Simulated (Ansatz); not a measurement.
Be:

```
CELL_PARAMETERS angstrom
2.28530 0.00000 0.00000
-1.14265 1.97913 0.00000
0.00000 0.00000 3.58420
ATOMIC_POSITIONS crystal
Be 0.66667 0.33333 0.75000
Be 0.33333 0.66667 0.25000
```

* Program: Ansatz 0.2.0
* Task: relaxation of cell and atoms
* Functional: PBEsol
* Potentials or basis: Ansatz PAW
* Cutoff: 420 eV (not typed: the program's choice for these potentials)
* k mesh: 13 × 13 × 8
* Occupations: fermi-dirac, width 0.05 eV
* Spin: no spin polarisation

At the start: volume 8.11 Å³/atom.

Question: Where does the relaxation end?

Answer: It ends after 6 steps and the volume is 7.85 Å³/atom (-3.2 %); space group P6_3/mmc (No. 194, to 0.05 Å).

The path:
| step | energy change (eV) | largest force (eV/Å) | volume (Å³) |
| --- | --- | --- | --- |
| 1 | 0.0000 | 0.0000 | 16.21 |
| 2 | -0.0053 | 0.0000 | 15.91 |
| 3 | -0.0065 | 0.0000 | 15.68 |
| 4 | -0.0065 | 0.0000 | 15.69 |
| 5 | -0.0065 | 0.0000 | 15.69 |
| 6 | -0.0064 | 0.0000 | 15.69 |

Final structure:
```cif
data_structure
_symmetry_space_group_name_H-M 'P 1'
_symmetry_Int_Tables_number 1
_cell_length_a 2.2613
_cell_length_b 2.2613
_cell_length_c 3.5434
_cell_angle_alpha 90.000
_cell_angle_beta 90.000
_cell_angle_gamma 120.000
_cell_volume 15.69
loop_
_atom_site_label
_atom_site_type_symbol
_atom_site_fract_x
_atom_site_fract_y
_atom_site_fract_z
_atom_site_occupancy
Be1 Be 0.66667 0.33333 0.75000 1
Be2 Be 0.33333 0.66667 0.25000 1
```

Caveat: the plane-wave basis is chosen anew once the cell has moved, so the energies of steps on either side of that aren't comparable; the PAW data sets come from PBE, with cores solved anew for the run's functional, which leaves a small shift of forces and pressure.
